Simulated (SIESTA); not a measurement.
The system is Al.

```
CELL_PARAMETERS angstrom
0.00000 2.02481 2.02481
2.02481 0.00000 2.02481
2.02481 2.02481 0.00000
ATOMIC_POSITIONS crystal
Al 0.00000 0.00000 0.00000
```

Base run:

- Program: SIESTA 5.4.2
- Functional: PBE
- Potentials or basis: PseudoDojo 0.4 standard (PBE files)
- Basis: DZ (energy shift 0.002 Ry; radii capped at 9.5 bohr)
- Grid cutoff: 500 Ry
- Energy shift: 0.002 Ry
- k mesh: 11 × 11 × 11
- Occupations: fermi-dirac, width 0.05 eV
- Spin: no spin polarisation

Its results: band gap on the k mesh none (metal or under the smearing width); pressure 4.6 GPa.

Problem. After a change of settings the same cell gave: band gap on the k mesh none (metal or under the smearing width); pressure 15.2 GPa. Which change was it?
A. basis from DZ (energy shift 0.002 Ry; radii capped at 9.5 bohr) to SZ (energy shift 0.01 Ry); energy shift from 0.002 Ry to 0.01 Ry
B. basis from DZ (energy shift 0.002 Ry; radii capped at 9.5 bohr) to DZP (energy shift 0.002 Ry; radii capped at 9.5 bohr)
C. basis from DZ (energy shift 0.002 Ry; radii capped at 9.5 bohr) to DZP (energy shift 0.003 Ry); energy shift from 0.002 Ry to 0.003 Ry

Solution. A.

Caveats: the basis has no polarisation orbitals; the basis of atomic orbitals isn't converged, which shifts pressures, moduli and gaps; so large a pressure means that the cell lies far from this level's equilibrium, or that cutoff or potentials fall short (some runs).

Not every run made on this cell is shown here.
